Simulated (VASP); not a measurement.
A run of VASP 6.6.1:

Contents of INCAR:

```
PREC = Accurate ; ENCUT = 520
EDIFF = 1E-6 ; ISMEAR = 0
SIGMA = 0.05 ; LREAL = False
LASPH = True ; NELM = 120
ALGO = Normal ; ISIF = 2
LWAVE = False ; LCHARG = False
ISPIN = 2 ; MAGMOM = 6 6
LORBIT = 11 ; LMAXMIX = 6
GGA = CA ; NBANDS = 20
```

Contents of KPOINTS:

```
regular mesh
0
Gamma
  9 9 5
```

POSCAR

```
Tb
1.0
    3.6010000000      0.0000000000      0.0000000000
   -1.8005000000      3.1185574790      0.0000000000
    0.0000000000      0.0000000000      5.6936000000
Tb
2
Direct
    0.6666666667      0.3333333333      0.7500000000
    0.3333333333      0.6666666667      0.2500000000
```

Potentials or basis: VASP PAW PBE potentials, release 64 (Tb_3), 4f in core.

The run is started by

```bash
$ cat potpaw_PBE.64/Tb_3/POTCAR > POTCAR
$ mpirun -np 1 vasp_std > vasp.out
```

Hardware: 1 thread of AMD EPYC 9R45 96-Core Processor (Zen 5), with other jobs on the host.

Problem. Estimate the wall time of this run.

Solution. It took 43 s on 1 thread of AMD EPYC 9R45 96-Core Processor (Zen 5), with other jobs on the host, peak memory 0.17 GiB. Counts: scf iterations 14, k points 36.
